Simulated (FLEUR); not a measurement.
# CoO (R-3m) in FLEUR: notebook

One crystal, CoO, is run at these levels: PBEsol+U; tasks: single point.

Program: FLEUR MaX-R8.1 (later development tree). These are calculated values, not measurements. Logs are shortened: lines on timing, memory, paths and dates and some standing lists are left out, and cuts for length are marked.

### Step 1. The crystal as given

The structure is trigonal, space group R-3m (No. 166). Conventional cell: a = 3.011 Å, b = 3.011 Å, c = 7.320 Å, α = 90.00°, β = 90.00°, γ = 120.00°. Around Co (site symmetry -3m) lie 6 O at 2.12 Å. O (site symmetry -3m) has 6 Co at 2.12 Å as nearest neighbours.

The cell is a database's computed one.

### Step 2. Single point, PBEsol+U, collinear spin, ferromagnetic start

inp.xml reads:

```xml
<?xml version="1.0" encoding="UTF-8" standalone="no"?>
<fleurInput fleurInputVersion="0.39">
   <comment>
      CoO                                                                                                 
   </comment>
   <calculationSetup>
      <cutoffs Kmax="4.69" Gmax="14.5" GmaxXC="14.5" numbands="0"/>
      <scfLoop itmax="100" minDistance="0.0002" maxIterBroyd="50" imix="Anderson" alpha="0.05" precondParam="0.0" spinf="2.0" sdNocoIR="T"/>
      <coreElectrons ctail="T" frcor="F" kcrel="0" coretail_lmax="0"/>
      <xcFunctional name="PBEs" relativisticCorrections="F"/>
      <magnetism jspins="2"/>
      <soc l_soc="F" theta="0.0" phi="0.0" spav="F"/>
      <expertModes spex="0" secvar="F"/>
      <geometryOptimization l_f="F" forcealpha="1.0" forcemix="BFGS" epsdisp="0.00001" epsforce="0.00001"/>
      <ldaU l_linMix="F" mixParam="0.05" spinf="1.0"/>
   </calculationSetup>
   <cell>
      <bzIntegration valenceElectrons="23.0" mode="hist" fermiSmearingEnergy="0.00183747">
         <kPointListSelection listName="default-1"/>
         <!-- k-points included here -->
         <xi:include xmlns:xi="http://www.w3.org/2001/XInclude" href="kpts.xml"> </xi:include>
      </bzIntegration>
      <!-- symmetry operations included here -->
      <xi:include xmlns:xi="http://www.w3.org/2001/XInclude" href="sym.xml"> </xi:include>
      <bulkLattice scale="1.0">
         <bravaisMatrix>
            <row-1>    2.8449251280313121     1.6425182885426093     4.6107936167605938</row-1>
            <row-2>   -2.8449251280313121     1.6425182885426093     4.6107936167605938</row-2>
            <row-3>    0.0000000000000000    -3.2850365770852186     4.6107936167605938</row-3>
         </bravaisMatrix>
      </bulkLattice>
   </cell>
   <atomSpecies>
      <species name="Cobalt (Co2.000" element="Co" atomicNumber="27">
         <mtSphere radius="2.09" gridPoints="697" logIncrement="0.017"/>
         <atomicCutoffs lmax="8" lnonsphr="8"/>
         <electronConfig flipSpins="F">
            <coreConfig>(1s1/2) (2s1/2) (2p1/2) (2p3/2)</coreConfig>
            <valenceConfig>(3s1/2) (3p1/2) (3p3/2) (4s1/2) (3d3/2) (3d5/2)</valenceConfig>
            <stateOccupation state="(3d3/2)" spinUp="1.5" spinDown="1.3"/>
            <stateOccupation state="(3d5/2)" spinUp="3.0" spinDown="1.2"/>
         </electronConfig>
         <energyParameters s="4" p="4" d="3" f="4"/>
         <ldaU l="2" U="5" J="0.0" l_amf="F"/>
         <lo type="SCLO" l="0" n="3" eDeriv="0"/>
         <lo type="SCLO" l="1" n="3" eDeriv="0"/>
         <lo type="SCLO" l="1" n="3" eDeriv="1"/>
         <lo type="SCLO" l="3" n="4" eDeriv="2"/>
      </species>
      <species name="Oxygen (O)" element="O" atomicNumber="8">
         <mtSphere radius="1.59" gridPoints="533" logIncrement="0.02"/>
         <atomicCutoffs lmax="8" lnonsphr="8"/>
         <electronConfig flipSpins="F">
            <coreConfig>(1s1/2)</coreConfig>
            <valenceConfig>(2s1/2) (2p1/2) (2p3/2)</valenceConfig>
            <stateOccupation state="(2p1/2)" spinUp="0.666667" spinDown="0.666667"/>
            <stateOccupation state="(2p3/2)" spinUp="1.333333" spinDown="1.333333"/>
         </electronConfig>
         <energyParameters s="2" p="2" d="3" f="4"/>
         <lo type="SCLO" l="0" n="2" eDeriv="2"/>
         <lo type="SCLO" l="1" n="2" eDeriv="2"/>
         <lo type="SCLO" l="2" n="3" eDeriv="2"/>
      </species>
   </atomSpecies>
   <atomGroups>
      <atomGroup species="Cobalt (Co2.000">
         <relPos label="                   1">.0000000000 .0000000000 .0000000000</relPos>
         <force calculate="T" relaxXYZ="TTT"/>
      </atomGroup>
      <atomGroup species="Oxygen (O)">
         <relPos label="                   2">1.000/2.000 1.000/2.000 1.000/2.000</relPos>
         <force calculate="T" relaxXYZ="TTT"/>
      </atomGroup>
   </atomGroups>
   <output dos="F" band="F" slice="F">
      <checks vchk="F" cdinf="F"/>
      <bandDOS minEnergy="-.5*Htr" maxEnergy="0.5*Htr" sigma="0.015" storeEVData="T"/>
      <vacuumDOS vacdos="F" integ="F" star="F" nstars="0" locx1="0.0" locy1="0.0" locx2="0.0" locy2="0.0" nstm="0" tworkf="0.0"/>
      <unfoldingBand unfoldBand="F" supercellX="1" supercellY="1" supercellZ="1"/>
      <plotting iplot="0" polar="F">
         <plot TwoD="T" vec1="  1.0  0.0  0.0" vec2="  0.0  1.0  0.0" vec3="  0.0  0.0  1.0" zero="  0.0  0.0  0.0" file="plot"/>
      </plotting>
      <chargeDensitySlicing numkpt="0" minEigenval="0.0" maxEigenval="0.0" nnne="0" pallst="F"/>
      <specialOutput eonly="F"/>
      <moessbauerParams electricFieldGradient="T" isomerShift="T" coreHyperfine="T" valenceHyperfine="T"/>
      <magneticCircularDichroism mcd="F" energyLo="-10.0" energyUp="0.0"/>
   </output>
  <!-- We include the file relax.xml here to enable relaxations (see documentation) -->
  <xi:include xmlns:xi="http://www.w3.org/2001/XInclude" href="relax.xml"> <xi:fallback/> </xi:include>
</fleurInput>
```

crystal.txt reads:

```
CoO
&input cartesian=F /
1.5054695445  0.8691832468  2.4399269062
-1.5054695445  0.8691832468  2.4399269062
0.0000000000  -1.7383664936  2.4399269062
1.8897261246
1.0 1.0 1.0

2
27 0.0000000000  0.0000000000  0.0000000000 : 2.000
8 0.5000000000  0.5000000000  0.5000000000

&kpt div1=9 div2=9 div3=9 gamma=T /
```

Potentials or basis: all-electron, FLAPW.

Command:

```bash
> inpgen -f crystal.txt -profile fastHighL
> # inp.xml edited to the form shown
> fleur_MPI
```

The program printed:

```text
Welcome to FLEUR        (www.flapw.de)
      MaX-Release 8.1          (www.max-centre.eu)

 ========== k-point set info ==========
 Selected k-point list: default-1
 k-point list type: mesh
 9 x 9 x 9
 Number of k points: 85

 ------------Calculation Setup---------------------------
 Number of MPI-tasks      :            1
 Number of PE/node        :            1
 Number of OMP-threads    :            1
 Most efficient MPI parallelization for:
           1           5          17          85
 Additional eigenvalue parallelization possible
 Number of basis functions:          297
 Approximate size of matrices (H+S) per k-point:         0.001 GB
 --------------------------------------------------------
 no density matrix found ... skipping LDA+U
 Reset of history
 Iteration:     1   Distance:      25.60876584 me/bohr^3
 Iteration:     2   Distance:      36.20815058 me/bohr^3
 Iteration:     3   Distance:      34.19927052 me/bohr^3
 Iteration:     4   Distance:      23.21882938 me/bohr^3
 Iteration:     5   Distance:      24.91494885 me/bohr^3
 Iteration:     6   Distance:       8.11271988 me/bohr^3
 Iteration:     7   Distance:       7.71085839 me/bohr^3
 Iteration:     8   Distance:       9.70123623 me/bohr^3
 Iteration:     9   Distance:       4.16914094 me/bohr^3
 Iteration:    10   Distance:       3.26146153 me/bohr^3
[... 5 lines left out ...]
 Iteration:    16   Distance:       0.13196458 me/bohr^3
 Iteration:    17   Distance:       0.04371885 me/bohr^3
 Iteration:    18   Distance:       0.02363383 me/bohr^3
 Iteration:    19   Distance:       0.01157990 me/bohr^3
 Iteration:    20   Distance:       0.00865743 me/bohr^3
 Iteration:    21   Distance:       0.00489457 me/bohr^3
 Iteration:    22   Distance:       0.00329743 me/bohr^3
 Iteration:    23   Distance:       0.00119147 me/bohr^3
 Iteration:    24   Distance:       0.00083086 me/bohr^3
 Iteration:    25   Distance:       0.00010579 me/bohr^3

 ********************************************************************
 Run finished successfully
 Stop message:
   all done
 ********************************************************************
```

It took 92 s on 1 thread of Arm Neoverse V2, shared host; peak memory 0.08 GiB.

What came out:

```
Free energy                                           : -39922.5781 eV
Band gap on the k mesh                                : none (metal or under the smearing width)
Net moment                                            : 3.00 μB per cell
Site moments                                          : Co +2.74; O +0.24 μB
Valence electrons inside the program's atomic spheres : Co 15.21; O 5.11 (radii Co 2.09, O 1.59 bohr)
```

Eigenvalues of the final occupation matrices:
| site | spin | trace | eigenvalues |
| --- | --- | --- | --- |
| atom type 1 | 1 | 4.76 | 0.94 0.94 0.94 0.97 0.97 |
| atom type 1 | 2 | 2.05 | 0.10 0.10 0.62 0.62 0.62 |

Core levels (eV from the Fermi level):
| atom | levels |
| --- | --- |
| 1 Co | 1s1/2 -7576.4, 2s1/2 -890.9, 2p1/2 -772.0, 2p3/2 -757.2 |
| 2 O | 1s1/2 -504.1 |

Caveat: a cell with one magnetic atom can't hold antiferromagnetic order, which such compounds often take. The state reached can hang on the start; a lower one may exist.

### Step 3. Single point, PBEsol+U, collinear spin, ferromagnetic start

Changes to inp.xml since step 2:

```diff
@@ -43,3 +43,3 @@
          <energyParameters s="4" p="4" d="3" f="4"/>
-         <ldaU l="2" U="5" J="0.0" l_amf="F"/>
+         <ldaU l="2" U="6" J="0.0" l_amf="F"/>
          <lo type="SCLO" l="0" n="3" eDeriv="0"/>
```

crystal.txt is that of step 2.

Potentials or basis: all-electron, FLAPW.

Command:

```bash
> inpgen -f crystal.txt -profile fastHighL
> # inp.xml edited to the form shown
> fleur_MPI
```

The program printed:

```text
Welcome to FLEUR        (www.flapw.de)
      MaX-Release 8.1          (www.max-centre.eu)

 ========== k-point set info ==========
 Selected k-point list: default-1
 k-point list type: mesh
 9 x 9 x 9
 Number of k points: 85

 ------------Calculation Setup---------------------------
 Number of MPI-tasks      :            1
 Number of PE/node        :            1
 Number of OMP-threads    :            1
 Most efficient MPI parallelization for:
           1           5          17          85
 Additional eigenvalue parallelization possible
 Number of basis functions:          297
 Approximate size of matrices (H+S) per k-point:         0.001 GB
 --------------------------------------------------------
 no density matrix found ... skipping LDA+U
 Reset of history
 Iteration:     1   Distance:      25.60876584 me/bohr^3
 Iteration:     2   Distance:      36.74592244 me/bohr^3
 Iteration:     3   Distance:      34.73241319 me/bohr^3
 Iteration:     4   Distance:      23.27934145 me/bohr^3
 Iteration:     5   Distance:      25.27177740 me/bohr^3
 Iteration:     6   Distance:      10.09168804 me/bohr^3
 Iteration:     7   Distance:       9.92118954 me/bohr^3
 Iteration:     8   Distance:      11.02305732 me/bohr^3
 Iteration:     9   Distance:       5.94552117 me/bohr^3
 Iteration:    10   Distance:       3.36863934 me/bohr^3
[... 8 lines left out ...]
 Iteration:    19   Distance:       0.08927397 me/bohr^3
 Iteration:    20   Distance:       0.08996558 me/bohr^3
 Iteration:    21   Distance:       0.03249203 me/bohr^3
 Iteration:    22   Distance:       0.04125956 me/bohr^3
 Iteration:    23   Distance:       0.00748467 me/bohr^3
 Iteration:    24   Distance:       0.00208852 me/bohr^3
 Iteration:    25   Distance:       0.00152285 me/bohr^3
 Iteration:    26   Distance:       0.00044153 me/bohr^3
 Iteration:    27   Distance:       0.00038327 me/bohr^3
 Iteration:    28   Distance:       0.00002839 me/bohr^3

 ********************************************************************
 Run finished successfully
 Stop message:
   all done
 ********************************************************************
```

It took 1.7 min on 1 thread of Arm Neoverse V2, shared host; peak memory 0.08 GiB.

Results:

```
Free energy                                           : -39922.0266 eV
Band gap on the k mesh                                : none (metal or under the smearing width)
Net moment                                            : 3.00 μB per cell
Site moments                                          : Co +2.75; O +0.23 μB
Valence electrons inside the program's atomic spheres : Co 15.21; O 5.12 (radii Co 2.09, O 1.59 bohr)
```

Levels at points of the mesh, in eV from the Fermi level:
Spin up:
```tsv
k point	band 11	band 12	band 13	band 14	band 15	band 16
(0.00, 0.00, 0.00)	-2.43	-2.43	-2.38	1.51	17.10	18.45
```
Spin down:
```
           k point  band 8  band 9  band 10  band 11  band 12  band 13
(0.00, 0.00, 0.00)   -1.93   -1.20    -1.20    -1.16     1.97     2.85
```

Eigenvalues of the final occupation matrices:
```csv
site,spin,trace,eigenvalues
atom type 1,1,4.77,0.94 0.94 0.94 0.97 0.97
atom type 1,2,2.04,0.09 0.09 0.62 0.62 0.62
```

Core levels (eV from the Fermi level):
```
atom                                                   levels
1 Co  1s1/2 -7576.3, 2s1/2 -890.7, 2p1/2 -771.9, 2p3/2 -757.1
 2 O                                             1s1/2 -504.0
```

Caveat: a cell with one magnetic atom can't hold antiferromagnetic order, which such compounds often take. The state reached can hang on the start; a lower one may exist.
